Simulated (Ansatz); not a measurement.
## TiAl2 under pressure: fit and missing row

TiAl2, Cmmm, a = 3.901 Å, b = 12.053 Å, c = 3.972 Å. The structure is a COD entry; whether it is the stable form wasn't checked. Ansatz: PBEsol, PAW, 420 eV, Γ-centred 10×10×10 mesh on 6 atoms, Gaussian smearing 0.10 eV; no spin polarisation. Cell and atoms are relaxed at each pressure, and no other structure is tried, so the rows at high pressure may lie past a change of phase.

```
V (Å³/atom) P (GPa)
          ?    60.00
     12.965    30.03
     13.997    15.02
     14.637     7.95
     15.180     3.00
     15.563     0.00
     15.997    -2.99
```

Q: Take V0 = 15.563 Å³/atom, fit the third-order Birch–Murnaghan form to the other rows, and predict the missing volume.

A: With the Eulerian strain f = ½[(V0/V)^(2/3) − 1] and y = P/[3f(1 + 2f)^(5/2)], the form is the line y = B0 + 1.5 B0 (B0′ − 4) f. Rows (f, y): 0.06474, 114.0; 0.03663, 114.5; 0.02087, 114.6; 0.00838, 114.5; -0.00908, 114.9. Means f = 0.02431, y = 114.50; Σ(Δf)² = 0.003167, ΣΔfΔy = -0.03392; the slope is their ratio. y = 114.8 − 10.71 f GPa, so B0 = 114.8 GPa and B0′ = 4 + 2 × (-10.71)/(3 × 114.8) = 3.94. P = 60.00 GPa is met at f = 0.10795 (y = 113.64), so V = V0 (1 + 2f)^(−3/2) = 11.608 Å³/atom. The run gave 11.591 Å³/atom, so the fit is 0.017 Å³/atom too high, 0.39 % of the span of the series, against an rms of 0.0008 Å³/atom on the fitted rows. The row lies outside the fitted range. A fourth-order term fitted to the same rows gives P = 60.29 GPa at this row's volume (the line 60.46, the run 60.00), which recovers part of the miss.